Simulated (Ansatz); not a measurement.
The system is V.

```
V
1.0
    -1.51435    1.51435    1.51435
     1.51435   -1.51435    1.51435
     1.51435    1.51435   -1.51435
V
1
Direct
  0.00000 0.00000 0.00000
```

| Property | Result |
| --- | --- |
| Program | Ansatz 0.2.0 |
| Task | single point |
| Functional | PBEsol |
| Potentials or basis | Ansatz PAW |
| Cutoff | 420 eV (not typed: the program's choice for these potentials) |
| k mesh | 12 × 12 × 12 |
| Occupations | fermi-dirac, width 0.05 eV |
| Spin | collinear spin, ferromagnetic start |
| Starting moments | [2.0] μB |

On this cell: pressure -12.0 GPa; net moment 0.00 μB per cell; band gap on the k mesh none (metal or under the smearing width).

The same run follows on a disturbed copy (cell strained at random at fixed volume):

```xyz
1
Lattice="-1.5170 1.5201 1.5776 1.4987 -1.4781 1.5172 1.5066 1.4677 -1.5355" Properties=species:S:1:pos:R:3 pbc="T T T"
V    -0.0105    0.0071    0.0249
```

**Question.** What changes?

**Answer.** The energy (extrapolated to zero smearing) moves by +3.9 meV/atom; pressure -12.0 GPa; net moment 0.00 μB per cell; band gap on the k mesh none (metal or under the smearing width).

Stress tensor (GPa, compression positive):
```
-11.21   0.02   0.31
  0.02 -10.79  -0.35
  0.31  -0.35 -13.97
```

Caveats: the PAW data sets come from PBE, with cores solved anew for the run's functional, which leaves a small shift of forces and pressure; the starting moments weren't kept.
